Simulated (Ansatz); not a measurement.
Runs of Ansatz 0.2.0 on ZrC. The structure is cubic, space group Fm-3m (No. 225). Conventional cell: a = 4.730 Å, b = 4.730 Å, c = 4.730 Å, α = 90.00°, β = 90.00°, γ = 90.00°. Zr (site symmetry m-3m) has 6 C at 2.37 Å as nearest neighbours. C (site symmetry m-3m) is surrounded by 6 Zr at 2.37 Å. 

| task | level | cell | cutoff (eV) | smearing | pressure (GPa) | relaxed volume (Å³/atom) |
| --- | --- | --- | --- | --- | --- | --- |
| relaxation of cell and atoms | PBEsol+D3(BJ) | relaxed | - | fermi-dirac 0.05 eV | 0.0 | (a) |
| band structure | PBEsol | as given | 254 | fermi-dirac 0.05 eV | -8.4 | - |
| relaxation of cell and atoms | RPBE+D4 | relaxed | - | fermi-dirac 0.05 eV | 0.0 | 12.85 |
| single point | PBEsol | as given | 254 | gaussian 0.1 eV | -8.4 | - |

Alike in all rows: potentials or basis all-electron LAPW, scalar-relativistic; no spin polarisation; k mesh 10 × 10 × 10; basis error allowed 0.001 eV/atom.

Task: Fill in the values left out.

Result: (a) 12.45.

Runs at the PBE level aren't shown here.
